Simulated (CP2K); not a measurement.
As:

```
CELL_PARAMETERS angstrom
4.13100 0.00000 0.00000
2.41839 3.34911 0.00000
2.41839 1.23667 3.11243
ATOMIC_POSITIONS crystal
As 0.22600 0.22600 0.22600
As 0.77400 0.77400 0.77400
```

Base run:

```yaml
Program: CP2K 2026.2
Functional: M06-L
Potentials_or_basis: POTENTIAL_UZH As GTH-PBE-q5; TZVP-MOLOPT-PBE-GTH basis
Density_cutoff: 9184 eV
k_mesh: 9 × 9 × 9
Occupations: fermi-dirac, width 0.05 eV
Spin: no spin polarisation
```

Its results: band gap on the k mesh none (metal or under the smearing width); pressure 5.8 GPa; largest force 0.058 eV/Å.

The run is repeated on the same cell with these changes: functional from M06-L to rev-vdW-DF2. What comes out?

Band gap on the k mesh none (metal or under the smearing width); pressure 4.8 GPa; largest force 0.616 eV/Å.

Caveats: the potentials were made for another functional, which shifts forces and pressure; the basis of atomic orbitals isn't converged, which shifts pressures, moduli and gaps.

Not every run made on this cell is shown here.
